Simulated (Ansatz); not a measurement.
Ga: the change of energy less free atoms and pressure with volume scale

Results calculated with Ansatz 0.2.0, not measured. Periodic Kohn-Sham DFT of a crystal at fixed atoms, scaled to volume_scale times the given cell; pressure positive in compression, energy less spherical unpolarised free atoms, largest_vzz the field gradient of largest size among the nuclei.

The cell before it is scaled or strained (space group I4/mmm, No. 139):
```
Ga
1.0
     -1.3844     1.3844     2.3112
      1.3844    -1.3844     2.3112
      1.3844     1.3844    -2.3112
Ga
1
Direct
  0.00000 0.00000 0.00000
```

Settings of every row: method all-electron LAPW; functional LDA; relativity scalar; k mesh 18x18x18; filling fermi-dirac; smearing width 0.05 eV; basis error target 0.5 meV/atom; nucleus gaussian.

Atom start moment: 0 on all atoms.

Limits: the cell comes from a prototype or a list of computed structures and needn't be the stable phase.

| row | volume scale | V (Å³/atom) | energy less free atoms (eV/atom) | pressure (GPa) |
| --- | --- | --- | --- | --- |
| 1 | 0.95 | 16.832 | -3.5518 | 1.336 |
| 2 | 0.975 | 17.275 | -3.553 | -0.386 |
| 3 | 1 | 17.718 | -3.5499 | -1.872 |
| 4 | 1.025 | 18.161 | ? | ? |
| 5 | 1.05 | 18.604 | -3.5325 | -4.272 |

Question: what energy less free atoms and pressure should row 4 give?

Worked fit of energy less free atoms. Take u = (V_r/V)^(2/3) − 1 with V_r = 17.496 Å³ an atom, which is twice the finite (Eulerian) strain; such expansions in the strain, on which the Birch-Murnaghan equation of state is built, carry the rest volume and the bulk modulus. The shown rows have u = 0.02613, 0.00851, -0.00837, -0.04011. Least squares give energy less free atoms = −3.55197 − 0.1873 × u + 7.429 × u² eV/atom; a straight line predicts inner rows, each left out in turn, worse (root mean square 0.0051 against 5e-05 eV/atom). All shown rows lie on it to the printed digit. Its lowest point lies at u = 0.0126, or V = 17.17 Å³ an atom, and the curvature there gives the bulk modulus at fixed shape and fractions, B = (4/9)(1 + u)² E″(u)/V = 63.2 GPa. Letting shape and atoms relax would as a rule lower it, by much in layered, chain or molecular crystals. The withheld row has u = -0.02456, so the fit gives −3.55197 − 0.1873 × (-0.02456) + 7.429 × (-0.02456)² = -3.5429 eV/atom.

The calculation gave -3.5429 eV/atom. The fit meets it to the printed digit.

Worked fit of pressure. Take u = (V_r/V)^(2/3) − 1 with V_r = 17.496 Å³ an atom, which is twice the finite (Eulerian) strain; such expansions in the strain, on which the Birch-Murnaghan equation of state is built, carry the rest volume and the bulk modulus. The shown rows have u = 0.02613, 0.00851, -0.00837, -0.04011. Least squares give pressure = −1.1537 + 88.332 × u + 264.23 × u² GPa; a straight line predicts inner rows, each left out in turn, worse (root mean square 0.18 against 0.0064 GPa). The rows lie off it by 0.001, -0.003, 0.003, 0.000. The pressure vanishes at u = 0.0126, or V = 17.17 Å³ an atom, and there the bulk modulus at fixed shape and fractions is B = −V dP/dV = (2/3)(1 + u) dP/du = 64.1 GPa. Letting shape and atoms relax would as a rule lower it, by much in layered, chain or molecular crystals. The withheld row has u = -0.02456, so the fit gives −1.1537 + 88.332 × (-0.02456) + 264.23 × (-0.02456)² = -3.164 GPa.

The calculation gave -3.157 GPa. The fit lies 0.007 GPa (0.12 % of the column's range) below it; its largest miss of a shown row is 0.003 GPa.
